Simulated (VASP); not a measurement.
# Mo in VASP: convergence with ENAUG

Crystal: Mo.

```
Mo
1.0
    -1.60357    1.56525    1.60200
     1.57640   -1.52830    1.53788
     1.64935    1.57408   -1.56504
Mo
1
Direct
  0.00068 0.00146 0.00097
```

The cell isn't the ideal one: cell strained at random at fixed volume.

| Item | Value |
| --- | --- |
| Program | VASP 6.6.1 |
| Task | single point |
| Functional | r2SCAN |
| Potentials or basis | VASP PAW PBE potentials, release 64 (Mo_sv) |
| Cutoff | 520 eV |
| k mesh | 9 × 9 × 9 |
| Occupations | methfessel-paxton, width 0.1 eV |
| Spin | no spin polarisation |

These are the settings of the first run; the series varies ENAUG, with any setting tied to it.

Hardware: 1 thread of Intel(R) Xeon(R) Platinum 8488C (Sapphire Rapids), on a shared host.

Task: The values tried are 300, 400, 500, 700, 900, 1200, 1600, loosest first. From which on does the energy stay within 1 meV/atom of the tightest run that finished?

Result: From 400 on.

| ENAUG | energy less the tightest run, at zero smearing (meV/atom) | pressure (GPa) | SCF cycles | CPU time (s) | peak memory (GiB) |
| --- | --- | --- | --- | --- | --- |
| 300 | 1.14 | -3.02 | 17 | 52 | 0.15 |
| 400 | 0.36 | -3.08 | 17 | 53 | 0.16 |
| 500 | 0.07 | -3.11 | 17 | 54 | 0.16 |
| 700 | -0.12 | -3.13 | 17 | 55 | 0.16 |
| 900 | -0.07 | -3.14 | 17 | 53 | 0.16 |
| 1200 | -0.03 | -3.14 | 17 | 52 | 0.16 |
| 1600 | 0.00 | -3.14 | 17 | 56 | 0.17 |

Against the tightest run, the pressure stays within 0.1 GPa from 400 on. The tightest run that finished is the yardstick and may itself not be fully converged.

Caveat, for the tightest run too: the PAW data sets were made with another functional, which shifts forces and pressure a little.
